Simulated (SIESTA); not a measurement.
MgS (Niningerite):

```
S Mg
1.0
     0.00000    2.60165    2.60165
     2.60165    0.00000    2.60165
     2.60165    2.60165    0.00000
S Mg
1 1
Direct
  0.50000 0.50000 0.50000
  0.00000 0.00000 0.00000
```

* Program: SIESTA 5.4.2
* Task: single point
* Functional: PBE
* Potentials or basis: PseudoDojo 0.4 standard (PBE files)
* Basis: DZP (energy shift 0.003 Ry; two zetas on semicore shells)
* Grid cutoff: 800 Ry
* Energy shift: 0.003 Ry
* k mesh: 9 × 9 × 9
* Occupations: fermi-dirac, width 0.05 eV
* Spin: no spin polarisation

On this cell: pressure 3.4 GPa; largest force zero by symmetry; band gap on the k mesh 2.85 eV, indirect (least direct gap 3.77 eV).

The same run follows on a disturbed copy (atoms moved at random, drawn with an rms of 0.05 Å):

```
CELL_PARAMETERS angstrom
0.00000 2.60165 2.60165
2.60165 0.00000 2.60165
2.60165 2.60165 0.00000
ATOMIC_POSITIONS crystal
S 0.49923 0.50365 0.50962
Mg 0.01475 0.99180 0.98833
```

Task: What changes?

Result: The energy moves by +6.9 meV/atom; pressure 3.6 GPa; largest force 0.313 eV/Å; band gap on the k mesh 2.85 eV, indirect (least direct gap 3.77 eV).

Forces in eV/Å, atoms in the order of the input:
```
S   -0.307 -0.049  0.031
Mg   0.307  0.050 -0.024
```

Stress tensor (GPa, compression positive):
```
 4.28 -0.02  0.02
-0.02  3.32  0.01
 0.02  0.01  3.30
```

Caveats: an odd mesh through Γ misses points on the zone boundary, where band edges often lie; the basis of atomic orbitals isn't converged, which shifts pressures, moduli and gaps.
